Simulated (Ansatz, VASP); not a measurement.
# SnO in VASP and in Ansatz

```
Sn O
1.0
     2.73691   -2.73780    0.00000
     2.73691    2.73780    0.00000
     0.00000    0.00000   10.22196
Sn O
4 4
Direct
  0.73655 0.26345 0.86386
  0.26345 0.73655 0.13614
  0.76345 0.23655 0.36386
  0.23655 0.76345 0.63614
  0.26194 0.23806 0.25000
  0.73806 0.76194 0.75000
  0.23806 0.26194 0.75000
  0.76194 0.73806 0.25000
```

The cell is a database's computed one.

Alike in both runs: task single point; functional r2SCAN; dispersion D3(BJ); k mesh 4 × 4 × 2; no spin polarisation.

|  | VASP | Ansatz |
| --- | --- | --- |
| version | VASP 6.6.1 | Ansatz 0.2.0 |
| potentials or method | VASP PAW PBE potentials, release 64 (Sn_d, O) | plane waves, PAW |
| plane-wave cutoff (eV) | 520 | 653 |
| occupations | gaussian, width 0.01 eV | fixed |
| valence electrons in the cell | 80 | 80 |

Ansatz gave:

| Property | Result |
| --- | --- |
| gap on the k mesh at the Fermi level (eV) | 0.71 |
| dispersion energy (meV/atom) | -100.9 |

**Question.** Which values does VASP return?

**Answer.** gap on the k mesh at the Fermi level (eV): 0.72; dispersion energy (meV/atom): -100.8.

Ansatz warned: «dispersion_damping_borrowed».

Caveats: spin-orbit coupling is left out, which moves the levels of the heavy elements. r2SCAN opens gaps a little over a GGA but as a rule still falls short of measured ones. A k mesh can miss the band edges.
